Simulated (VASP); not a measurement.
# Si (Fd-3m) in VASP: a series of runs, part 3 of 3

VASP 6.6.1.

## (6) Single point, PBE (grid = ENCUT=350 dk=0.9 cell=3x3x2 ISMEAR=0 SIGMA=0.05 LREAL=Auto EDIFF=1e-06)

Contents of INCAR:

```
SYSTEM = Si
PREC = Accurate
ENCUT = 350
EDIFF = 1E-6
ISMEAR = 0
SIGMA = 0.05
LREAL = Auto
LASPH = .TRUE.
NELM = 120
ALGO = Fast
ISIF = 2
LWAVE = .FALSE.
LCHARG = .FALSE.
GGA = PE
NBANDS = 84
NCORE = 1
KPAR = 2
```

Contents of KPOINTS:

```
Automatic mesh
0
G
  1 1 2
  0 0 0
```

Contents of POSCAR:

```
Si
1.0
    0.0000000000      8.1655535595      8.1655535595
    8.1655535595      0.0000000000      8.1655535595
    5.4437023730      5.4437023730      0.0000000000
Si
36
Direct
    0.1666666667      0.1666666667      0.2500000000
    0.1666666667      0.1666666667      0.7500000000
    0.1666666667      0.5000000000      0.2500000000
    0.1666666667      0.5000000000      0.7500000000
    0.1666666667      0.8333333333      0.2500000000
    0.1666666667      0.8333333333      0.7500000000
    0.5000000000      0.1666666667      0.2500000000
    0.5000000000      0.1666666667      0.7500000000
    0.5000000000      0.5000000000      0.2500000000
    0.5000000000      0.5000000000      0.7500000000
    0.5000000000      0.8333333333      0.2500000000
    0.5000000000      0.8333333333      0.7500000000
    0.8333333333      0.1666666667      0.2500000000
    0.8333333333      0.1666666667      0.7500000000
    0.8333333333      0.5000000000      0.2500000000
    0.8333333333      0.5000000000      0.7500000000
    0.8333333333      0.8333333333      0.2500000000
    0.8333333333      0.8333333333      0.7500000000
    0.2500000000      0.2500000000      0.3750000000
    0.2500000000      0.2500000000      0.8750000000
    0.2500000000      0.5833333333      0.3750000000
    0.2500000000      0.5833333333      0.8750000000
    0.2500000000      0.9166666667      0.3750000000
    0.2500000000      0.9166666667      0.8750000000
    0.5833333333      0.2500000000      0.3750000000
    0.5833333333      0.2500000000      0.8750000000
    0.5833333333      0.5833333333      0.3750000000
    0.5833333333      0.5833333333      0.8750000000
    0.5833333333      0.9166666667      0.3750000000
    0.5833333333      0.9166666667      0.8750000000
    0.9166666667      0.2500000000      0.3750000000
    0.9166666667      0.2500000000      0.8750000000
    0.9166666667      0.5833333333      0.3750000000
    0.9166666667      0.5833333333      0.8750000000
    0.9166666667      0.9166666667      0.3750000000
    0.9166666667      0.9166666667      0.8750000000
```

Potentials or basis: VASP PAW PBE potentials, release 64 (Si).

Run with:

```bash
$ cat potpaw_PBE.64/Si/POTCAR > POTCAR
$ mpirun -np 4 vasp_std > vasp.out
```

OUTCAR:

```text
SYSTEM = Si
   PREC = Accurate
   ENCUT = 350
   EDIFF = 1E-6
   ISMEAR = 0
   LREAL = Auto
   LASPH = .TRUE.
   NELM = 120
   ISIF = 2
   GGA = PE

 Found      2 irreducible k-points:

 Following reciprocal coordinates:
            Coordinates               Weight
  0.000000  0.000000  0.000000      1.000000
  0.000000  0.000000  0.500000      1.000000
   k-points           NKPTS =      2   k-points in BZ     NKDIM =      2   number of bands    NBANDS=     84
   number of dos      NEDOS =    301   number of ions     NIONS =     36
   total plane-waves  NPLWV = 235200
   dimension x,y,z NGX =    70 NGY =   70 NGZ =   48
   dimension x,y,z NGXF=   140 NGYF=  140 NGZF=   96
   ions per type =              36
   NGX,Y,Z   is equivalent  to a cutoff of  10.08, 10.08, 10.37 a.u.
   NGXF,Y,Z  is equivalent  to a cutoff of  20.15, 20.15, 20.73 a.u.
 SYSTEM =  Si
   PREC   = accura    normal or accurate (medium, high low for compatibility)
   ISTART =      0    job   : 0-new  1-cont  2-samecut
   ICHARG =      2    charge: 1-file 2-atom 10-const
   ISPIN  =      1    spin polarized calculation?
   LNONCOLLINEAR =      F non collinear calculations
   LSORBIT =      F    spin-orbit coupling
   LASPH  =      T    aspherical Exc in radial PAW
   ENCUT  =  350.0 eV  25.72 Ry    5.07 a.u.  17.62 17.62 11.74*2*pi/ulx,y,z
   NELM   =    120;   NELMIN=  2; NELMDL= -5     # of ELM steps
   EDIFF  = 0.1E-05   stopping-criterion for ELM
   LREAL  =      T    real-space projection
   EDIFFG = 0.1E-04   stopping-criterion for IOM
   NSW    =      0    number of steps for IOM
   IBRION =     -1    ionic relax: 0-MD 1-quasi-New 2-CG
   NFREE  =      0    steps in history (QN), initial steepest desc. (CG)
   ISIF   =      2    stress and relaxation
   ISYM   =      2    0-nonsym 1-usesym 2-fastsym
   POTIM  = 0.5000    time-step for ionic-motion
   TEBEG  =    0.0;   TEEND  =   0.0 temperature during run
   PSTRESS=    0.0 pullay stress
   NELECT =     144.0000    total number of electrons
   NUPDOWN=      -1.0000    fix difference up-down
   EMIN   =  10.00;   EMAX   =-10.00  energy-range for DOS
   EFERMI =   0.00;   METHOD = LEGACY
   ISMEAR =     0;   SIGMA  =   0.05  broadening in eV -4-tet -1-fermi 0-gaus
   EFERMI_NEDOS =   21; number of points for ismear=-14 and -15
   IALGO  =     68    algorithm
   IMIX   =      4    mixing-type and parameters
     AMIX     =   0.40;   BMIX     =  1.00
     AMIX_MAG =   1.60;   BMIX_MAG =  1.00
  volume/ion in A,a.u.               =      20.16       136.08
  Fermi-wavevector in a.u.,A,eV,Ry     =   0.954766  1.804247 12.402783  0.911579
  Thomas-Fermi vector in A             =   2.083543
   LORBIT       =      0    0 simple, 1 ext, 2 COOP (PROOUT), +10 PAW based schemes
   GGA     = PE    functional components
   LHFCALC =     F    Hartree Fock is set to
   AEXX    =    0.0000 exact exchange contribution
   IVDW    =     0    specifies the selected vdW correction
   LEPSILON=     F    determine dielectric tensor
   LRPA    =     F    only Hartree local field effects (RPA)
 non-spin polarized calculation
 RMM-DIIS sequential band-by-band and
 Gauss-broadening in eV      SIGMA  =   0.05
  energy-cutoff  :      350.00
  volume of cell :      725.93
 maximum number of plane-waves:     10855
 NGX is ok and might be reduce to    70
   NGX = 35   NGY = 35   NGZ = 23

 number of electron     143.9999994 magnetization

 Free energy of the ion-electron system (eV)
  ---------------------------------------------------
  ext. energy  EPLUGINS =         0.00000000
  ---------------------------------------------------
  free energy    TOTEN  =      -189.18013251 eV

  energy without entropy =     -189.18013251  energy(sigma->0) =     -189.18013251

 E-fermi :   6.0704     XC(G=0):  -9.3470

 val. band max:        5.8248889005   @ k =   0.0000   0.0000   0.0000
 cond. band min:       6.5292761279   @ k =   0.0000   0.0000   0.0000
 fundamental gap:      0.7043872274
 Fermi energy:         6.0703564501

 k-point     1 :       0.0000    0.0000    0.0000
  band No.  band energies     occupation
      1      -6.1089      2.00000
      2      -4.7389      2.00000
      3      -4.7389      2.00000
      4      -4.7389      2.00000
      5      -4.7389      2.00000
      6      -4.2145      2.00000
[... 76 lines left out ...]
     83       7.5458      0.00000
     84       7.5466      0.00000

 k-point     2 :       0.0000    0.0000    0.5000
  band No.  band energies     occupation
      1      -5.3144      2.00000
      2      -5.3144      2.00000
      3      -4.8623      2.00000
      4      -4.8623      2.00000
      5      -4.5977      2.00000
      6      -4.5977      2.00000
[... 76 lines left out ...]
     83       7.8686      0.00000
     84       8.0019      0.00000

------------------------ aborting loop because EDIFF is reached ----------------------------------------

  FORCE on cell =-STRESS in cart. coord.  units (eV):
  Direction    XX          YY          ZZ          XY          YZ          ZX
  --------------------------------------------------------------------------------------
  -------------------------------------------------------------------------------------
  Total        9.5724541      9.5724541      9.6648222     -7.3646230      7.6795932      7.6795932
  in kB       21.1270199     21.1270199     21.3308823    -16.2541951     16.9493545     16.9493546
  external PRESSURE =      21.1949740 kB  Pullay stress =       0.0000000 kB

 VOLUME and BASIS-vectors are now :
 -----------------------------------------------------------------------------
  energy-cutoff  :      350.00
  volume of cell :      725.93
      direct lattice vectors                 reciprocal lattice vectors
     0.000000000  8.165553559  8.165553559    -0.061232836  0.061232836  0.061232836
     8.165553559  0.000000000  8.165553559     0.061232836 -0.061232836  0.061232836
     5.443702373  5.443702373  0.000000000     0.091849254  0.091849254 -0.091849254

 POSITION                                       TOTAL-FORCE (eV/Angst)
 -----------------------------------------------------------------------------------
      2.72185      2.72185      2.72185        -0.031971     -0.031971      0.020125
      5.44370      5.44370      2.72185        -0.031971     -0.031971      0.020125
      5.44370      2.72185      5.44370        -0.031971     -0.031971      0.020125
      8.16555      5.44370      5.44370        -0.031971     -0.031971      0.020125
      8.16555      2.72185      8.16555        -0.031971     -0.031971      0.020125
     10.88740      5.44370      8.16555        -0.031971     -0.031971      0.020125
[... 28 lines left out ...]
      9.52648      9.52648     14.97018         0.031971      0.031971     -0.020125
     12.24833     12.24833     14.97018         0.031971      0.031971     -0.020125
 -----------------------------------------------------------------------------------
    total drift:                                0.000000      0.000000      0.000001

  FREE ENERGIE OF THE ION-ELECTRON SYSTEM (eV)
  ---------------------------------------------------
  free  energy   TOTEN  =      -189.1801325065 eV

  energy  without entropy=     -189.1801325065  energy(sigma->0) =     -189.18013251
```

It took 90 s on 4 MPI ranks of Intel Xeon Platinum 8375C at 2.90GHz (Ice Lake), shared host; peak memory 0.35 GiB.

The run converged, but some of its settings lie outside the range that counts as converged, so its numbers aren't taken as properties of the crystal.

Results:

```yaml
Free_energy: -189.1801 eV
Pressure: 2.1 GPa
Band_gap_on_the_k_mesh: 0.70 eV
```

Caveat: the k mesh is coarse (spacing up to 0.67 Å⁻¹), so the values aren't converged; an odd mesh through Γ misses points on the zone boundary, where band edges often lie; the real-space grid breaks the cell's symmetry a little.
